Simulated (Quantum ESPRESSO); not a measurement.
The system is W.

```xyz
1
Lattice="-1.5823 1.5823 1.5823 1.5823 -1.5823 1.5823 1.5823 1.5823 -1.5823" Properties=species:S:1:pos:R:3 pbc="T T T"
W     0.0000    0.0000    0.0000
```

Base run:

| Property | Result |
| --- | --- |
| Program | Quantum ESPRESSO 7.5 |
| Functional | PBE |
| Potentials or basis | PseudoDojo 0.4.1 SR PBE standard |
| Cutoff | 1007 eV |
| Density cutoff | 4027 eV |
| k mesh | 12 × 12 × 12 |
| Occupations | fermi-dirac, width 0.05 eV |
| Spin | no spin polarisation |

Its results: band gap on the k mesh none (metal or under the smearing width); pressure 5.9 GPa.

Q: The run is repeated on the same cell with these changes: functional from PBE to LDA; potentials or basis from PseudoDojo 0.4.1 SR PBE standard to PseudoDojo 0.4.1 SR LDA standard; cutoff from 1007 eV to 952 eV; density cutoff from 4027 eV to 3810 eV. What comes out?

A: Band gap on the k mesh none (metal or under the smearing width); pressure -9.8 GPa.

Not every run made on this cell is shown here.
